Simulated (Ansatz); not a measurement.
# Mo₃H, before and after

This trial cell of Mo₃H was written down by chemical analogy (P6_322, No. 182). Its size is a guess.

start.cif

```cif
data_structure
_symmetry_space_group_name_H-M 'P6_322'
_symmetry_Int_Tables_number 182
_cell_length_a 5.0785
_cell_length_b 5.0785
_cell_length_c 4.7386
_cell_angle_alpha 90.000
_cell_angle_beta 90.000
_cell_angle_gamma 120.000
_cell_volume 105.84
loop_
_atom_site_label
_atom_site_type_symbol
_atom_site_symmetry_multiplicity
_atom_site_Wyckoff_symbol
_atom_site_fract_x
_atom_site_fract_y
_atom_site_fract_z
_atom_site_occupancy
H1 H 2 c 0.33333 0.66667 0.25000 1
Mo1 Mo 6 g 0.66700 0.66700 0.00000 1
```

Level of theory: Ansatz 0.2.0, DFT PBE, scalar-relativistic, plane waves, PAW. Cutoff 420 eV, Gaussian smearing, Γ-centred meshes. Cell and atoms relax first on a coarse mesh, the cell is then made exact in the group found at 0.06 to 0.08 Å, and last on a converged mesh; the steps can't lower the symmetry of their start. No spin polarisation.

end.cif

```cif
data_structure
_symmetry_space_group_name_H-M 'P6_322'
_symmetry_Int_Tables_number 182
_cell_length_a 4.9342
_cell_length_b 4.9342
_cell_length_c 4.7776
_cell_angle_alpha 90.000
_cell_angle_beta 90.000
_cell_angle_gamma 120.000
_cell_volume 100.73
loop_
_atom_site_label
_atom_site_type_symbol
_atom_site_symmetry_multiplicity
_atom_site_Wyckoff_symbol
_atom_site_fract_x
_atom_site_fract_y
_atom_site_fract_z
_atom_site_occupancy
H1 H 2 c 0.33333 0.66667 0.25000 1
Mo1 Mo 6 g 0.68996 0.68996 0.00000 1
```

The symmetry stays P6_322 (No. 182). The volume per atom shrinks by 4.8 %, from 13.2 to 12.6 Å³. The shortest distance goes from 2.07 Å (Mo–H) to 2.08 Å (Mo–H).

```
Volume per atom                          : 12.59 Å³
Density                                  : 9.52 g/cm³
Formation energy                         : +0.25 eV/atom
Gap on the 6×6×8 mesh of the 8-atom cell : 0 eV (a metal)
```

Energies over the elements count from the elements' standard structures at the same level (H₂ as a molecule), with no fitted energy shifts. The separate elements lie lower, so it is unstable against them.

The last run used Gaussian smearing of 0.10 eV. With hydrogen, zero-point motion can shift formation energies by some tens of meV/atom. Symmetry constrained the relaxation, so the result can be a saddle point. Another cell of the same search, in C2/m, lies 153 meV/atom lower, so this cell isn't the stable form at this level.
